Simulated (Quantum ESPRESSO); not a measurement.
The system is CuO.

```
CELL_PARAMETERS angstrom
1.99097 -2.15355 0.00000
1.99097 2.15355 0.00000
0.00000 0.00000 5.15593
ATOMIC_POSITIONS crystal
Cu 0.50000 0.00000 0.00000
Cu 0.00000 0.50000 0.50000
O 0.50000 0.50000 0.25000
O 0.50000 0.50000 0.75000
```

Measurements of this composition are mostly on another form, of space group No. 15.

Base run:

```yaml
Program: Quantum ESPRESSO 7.5
Functional: LDA
Potentials_or_basis: GBRV 1.5 LDA
Cutoff: 762 eV
Density_cutoff: 6095 eV
k_mesh: 9 × 9 × 5
Occupations: fermi-dirac, width 0.05 eV
Spin: no spin polarisation
```

Its results: band gap on the k mesh none (metal or under the smearing width); pressure -11.5 GPa.

**Question.** The run is repeated on the same cell with these changes: functional from LDA to PBEsol; potentials or basis from GBRV 1.5 LDA to GBRV 1.5 PBEsol. What comes out?

**Answer.** Band gap on the k mesh none (metal or under the smearing width); pressure -5.6 GPa.

Caveats: the run has no spin polarisation, though such a crystal can be magnetic; semilocal functionals often make such compounds metallic where correlation or magnetic order opens a gap, which also shifts bond lengths.
